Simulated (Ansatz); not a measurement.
The parent structure is Sb2Te3 in the Bi2Te3 type structure (space group R-3m, No. 166; a = 4.2859 Å, c = 30.9304 Å (hexagonal axes)).

Level of theory: r2SCAN+rVV10 (Ansatz, a program for electronic structure), spin-orbit coupling left out.

Modification: a free-standing slab of 4 layers (20 atoms, 5 a layer) is cut normal to the stacking axis, with 15 Å of vacuum and the in-plane cell relaxed.

### Question
How does this affect the gap character?

### Answer
The gap character comes out as direct at Γ.

### Question
What does the calculation give for the excess energy per area of both faces after the change?

### Answer
The excess energy per area of both faces (slab less bulk energy over the cell's area: twice a surface energy) is 0.33 J/m².

Slab and bulk use different k-meshes, which limits the precision of the excess energy. Spin-orbit coupling, missing from the scalar runs, can matter with Sb and Te. No phonon test of stability was made. Labels are those of the standard path for the cell's own space group.
